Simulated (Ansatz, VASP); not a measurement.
# Two plane-wave programs on BeTe

File INCAR:

```
PREC = Accurate ; ENCUT = 520
EDIFF = 1E-7 ; ISMEAR = -1
SIGMA = 0.05 ; LREAL = F
LASPH = T ; NELM = 80
ALGO = Normal ; ISIF = 2
LWAVE = F ; LCHARG = F
GGA = PE ; NBANDS = 11
```

File KPOINTS:

```
Automatic mesh
0
Gamma
  8 8 8
```

Contents of POSCAR:

```
BeTe
1.0
    0.0000000000      2.7134535211      2.7134535211
    2.7134535211      0.0000000000      2.7134535211
    2.7134535211      2.7134535211      0.0000000000
Te Be
1 1
Direct
    0.7500000000      0.7500000000      0.7500000000
    0.0000000000      0.0000000000      0.0000000000
```

Contents of input.yaml:

```yaml
crystal:
  lattice:
    - [0.0, 2.7134535211, 2.7134535211]
    - [2.7134535211, 0.0, 2.7134535211]
    - [2.7134535211, 2.7134535211, 0.0]
  atoms:
    - { symbol: Te, position: [0.75, 0.75, 0.75] }
    - { symbol: Be, position: [0.0, 0.0, 0.0] }
hamiltonian:
  xc: pbe
  pseudopotentials: { kind: paw }
kpoints:
  mp_grid: { grid: [8, 8, 8] }
scf:
  occupations: { method: fermi_dirac, width: 0.05 }
output:
  forces: true
  stress: true
  eigenvalues: true
```

Change from the starting cell: volume scaled by 0.94.

Alike in both runs: task single point; functional PBE; k mesh 8 × 8 × 8; occupations fermi-dirac, width 0.05 eV; no spin polarisation.

|  | VASP | Ansatz |
| --- | --- | --- |
| version | VASP 6.6.1 | Ansatz 0.2.0 |
| potentials or method | VASP PAW PBE potentials, release 64 (Te, Be) | Ansatz PAW |
| plane-wave cutoff (eV) | 520 | 420 |
| valence electrons in the cell | 8 | 18 |

```tsv
	VASP	Ansatz	Ansatz less VASP
gap on the k mesh at the Fermi level (eV)	1.68	1.69	+0.019
least direct gap on the mesh (eV)	3.50	3.52	+0.026
pressure (GPa)	9.6	9.3	-0.23
```

The two sets of potentials don't hold the same shells in valence.

Caveats: spin-orbit coupling is left out, which moves the levels of the heavy elements. A k mesh can miss the band edges.
